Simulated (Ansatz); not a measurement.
Ti₃SiC₂ (MAX-312 type, space group P6_3/mmc)

```
Ti3SiC2
1.0
    3.07276     0.00000     0.00000
   -1.53638     2.66109     0.00000
    0.00000     0.00000    17.72285
Ti Si C
6 2 4
Cartesian
  0.00000   0.00000   0.00000
  0.00000   0.00000   8.86142
  0.00000   1.77406   2.39063
  1.53638   0.88703  11.25205
  1.53638   0.88703  15.33222
  0.00000   1.77406   6.47080
  0.00000   0.00000   4.43071
  0.00000   0.00000  13.29213
  0.00000   1.77406  10.14331
  1.53638   0.88703   1.28188
  1.53638   0.88703   7.57954
  0.00000   1.77406  16.44096
```

The atoms are displaced by Q × the pattern below (from a DFPT mode at Γ, largest move 1; Q in Å), at fixed cell. It is one choice among 2 degenerate patterns.

| atom | x | y | z |
|---|---|---|---|
| Ti3 | 0.000 | 0.550 | 0.000 |
| Ti4 | 0.000 | -0.550 | 0.000 |
| Ti5 | 0.000 | -0.550 | 0.000 |
| Ti6 | 0.000 | 0.550 | 0.000 |
| Si7 | 0.000 | 1.000 | 0.000 |
| Si8 | 0.000 | -1.000 | 0.000 |
| C9 | 0.000 | -0.325 | 0.000 |
| C10 | 0.000 | 0.325 | 0.000 |
| C11 | 0.000 | 0.325 | 0.000 |
| C12 | 0.000 | -0.325 | 0.000 |

Atoms not listed stay in place.

Calculation: PBE (plane waves to 420 eV, PAW, scalar-relativistic; Ansatz, a program for electronic structure). k mesh 14×14×3 (Γ-centred), Fermi-Dirac smearing 0.05 eV. With partly filled bands, energies and forces of such displacements shift with the k mesh and the smearing. Ti3SiC2 is run without spin polarisation. Ti3SiC2 was relaxed with its symmetry unable to fall. 

```json
[
 {"Q (Å)": "-0.180", "−dE/dQ from forces (eV/Å)": "1.262"},
 {"Q (Å)": "-0.150", "−dE/dQ from forces (eV/Å)": "1.058"},
 {"Q (Å)": "-0.120", "−dE/dQ from forces (eV/Å)": "0.852"},
 {"Q (Å)": "-0.090", "−dE/dQ from forces (eV/Å)": "0.643"},
 {"Q (Å)": "-0.060", "−dE/dQ from forces (eV/Å)": "0.432"},
 {"Q (Å)": "-0.030", "−dE/dQ from forces (eV/Å)": "0.217"},
 {"Q (Å)": "0.000", "−dE/dQ from forces (eV/Å)": "0.000"},
 {"Q (Å)": "0.030", "−dE/dQ from forces (eV/Å)": "-0.220"},
 {"Q (Å)": "0.060", "−dE/dQ from forces (eV/Å)": "-0.442"},
 {"Q (Å)": "0.090", "−dE/dQ from forces (eV/Å)": "-0.668"},
 {"Q (Å)": "0.120", "−dE/dQ from forces (eV/Å)": "-0.896"},
 {"Q (Å)": "0.150", "−dE/dQ from forces (eV/Å)": "-1.126"},
 {"Q (Å)": "0.180", "−dE/dQ from forces (eV/Å)": "-1.359"}
]
```

Question: What harmonic wavenumber does the curvature at Q = 0 give?

Answer: 129 cm⁻¹. E″ = 7.29 eV/Å², M = Σ mᵢ|uᵢ|² = 119.1 u, ν̃ = 521.5·√(|E″|/M).

(For displaced atoms, the force is minus the slope of the energy, and its curvature is a force constant, which sets phonon frequencies.)
